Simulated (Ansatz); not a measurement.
An Ansatz input:

```yaml
crystal:
  lattice:
    - [-1.6019897993, 1.6281983229, 2.4755659755]
    - [1.6281983229, -1.6019897993, 2.4755659755]
    - [1.5260503474, 1.5260503474, -2.4583443363]
  atoms:
    - { symbol: In, position: [0.0, 0.0, 0.0] }
hamiltonian:
  xc: lda
  pseudopotentials:
    kind: paw
    azcp:
      In: "pseudopotentials/In.paw.azcp"
basis:
  ecutwfc: 420
  fft_grid_basis: typed
kpoints:
  mp_grid: { grid: [19, 19, 23], shift: [0, 0, 0] }
magnetization:
  spin_polarized: false
scf:
  occupations: { method: fermi_dirac, width: 0.1 }
```

Terminal output

```
Warning: the record states the generating functional pbe (its physics header spells it `PBE`), which answers neither for hamiltonian.xc's functional nor for the lda family's — results may be inconsistent (PPs are generated against a specific XC)
Engine: ansatz 0.2.0, x86_64-unknown-linux-gnu
Pseudopotentials: kind: paw
Pseudopotential: In, paw, valence charge 13, recommended cutoff 420 eV (normal) 
Functional definition: SPW92
  exchange = slater_x
  correlation = pw_c
Crystal: 1 atoms, lattice volume = 24.614 Å³
Basis set: ecut = 420 eV, 489 PW (Γ)
Bands: 11, of which v1, the nominal top of the filled ones, is band 7 counted from 1 (6 counted from 0)
Symmetry: 4 space group operations
Space group: C2/m (ITA 12), of the structure as read, at distance tolerance 2.9e-5 Å
k-points: 2190 of 8303
Non-local potential: In, projectors of the file, l = 0: 2, l = 1: 2, l = 2: 2, l = 3: 2
PAW form: soft (Blöchl's): semilocal exchange-correlation on the pseudo side does not see the compensation charge
PAW frozen core: In, regenerated for the run's functional, and the local potential with it (the file was generated under x = pbe(κ = 0.804, μ = 0.2195149727645171), c = pbe(β = 0.06672455060314922))
PAW one-centre angular grid: In, 590 points (default); XC on 64 Gauss nodes
Initial density: superposition of atomic densities (neutral atoms: chi_scale 0, normalization atom), corrected by the library's trained network
Initial wavefunctions: pseudopotential atomic-orbital guess
Functional: x = slater, c = lda
SCF iter   1: F=—  HF=-5457.172869 eV  |F-HF|=—  |Δ(HF+E_count)|=         —  Δρ=7.68e-3  dr2=8.03e-3  ethr=1.77e-3  ⟨swp⟩=5.0  Hψ=142348  notcnv=0
SCF iter   2: F=—  HF=-5457.169368 eV  |F-HF|=—  |Δ(HF+E_count)|=   3.50e-3  Δρ=3.24e-3  dr2=1.39e-3  ethr=6.18e-5  ⟨swp⟩=2.0  Hψ=51840  notcnv=0
SCF iter   3: F=—  HF=-5457.168875 eV  |F-HF|=—  |Δ(HF+E_count)|=   4.94e-4  Δρ=2.51e-4  dr2=9.53e-6  ethr=1.07e-5  ⟨swp⟩=2.0  Hψ=34673  notcnv=0  defer=3
SCF iter   4: F=—  HF=-5457.168873 eV  |F-HF|=—  |Δ(HF+E_count)|=   1.28e-6  Δρ=1.17e-4  dr2=2.50e-6  ethr=7.33e-8  ⟨swp⟩=2.0  Hψ=37974  notcnv=0  defer=2
iter 5 did not close the SCF: its close was put off for the readings that it lacked (scf_convergence_deferred on its scf_iter line)
SCF iter   5: F=-5457.168872 eV  HF=-5457.168872 eV  |F-HF|=2.81e-8  |Δ(HF+E_count)|=   1.23e-6  Δρ=1.16e-5  dr2=2.81e-8  ethr=1.92e-8  ⟨swp⟩=2.1  Hψ=36055  notcnv=0  defer=2
SCF iter   6: F=-5457.168872 eV  HF=-5457.168872 eV  |F-HF|=2.73e-12  |Δ(HF+E_count)|=   1.30e-8  Δρ=6.82e-7  dr2=7.07e-11  ethr=2.16e-10  ⟨swp⟩=1.0  Hψ=70576  notcnv=0
SCF 1 converged in 6 iterations: F = -5457.168872 eV  dr2 = 7.07e-11
SCF converged after 6 iterations
Free energy (F): -5457.168872 eV
Harris-Foulkes:  -5457.168872 eV  (|F-HF|=2.73e-12)
Internal energy: -5457.154932 eV  (E = F + TS)
E sigma→0 (E₀):  -5457.161902 eV
Entropy (-TS):   -0.013940 eV (-13.940 meV/atom)
Fermi energy:    10.757327 eV
--- Per-component energies (eV) ---
  E_band       = -16.850895
  E_kinetic    = 242.826453
  E_local      = -1041.177879  (includes V_loc(G=0)·N_el)
  E_nonlocal   = 369.201508
  E_hartree    = 406.798407
  E_xc         = -214.516902
  E_vxc        = -102.175431  (∫ρ·V_xc dr)
  E_paw        = -4012.781312  (= ΣΔE_a)
  E_vpaw       = -299.122644  (= ΣTr[D̂ρ^β])
  E_aug_tail   = 0.000025  (compensation charges beyond the density's cutoff)
  E_ewald      = -1207.789769
  E_core_change = 0.284536  (= ΣΔE_core)
  E_smearing   = -0.013940  (= −TS)
  E_closure    = 0.000000  (closes the sum)
  Σ components = -5457.168872   (vs F -5457.168872, Δ=0.00e0)
```
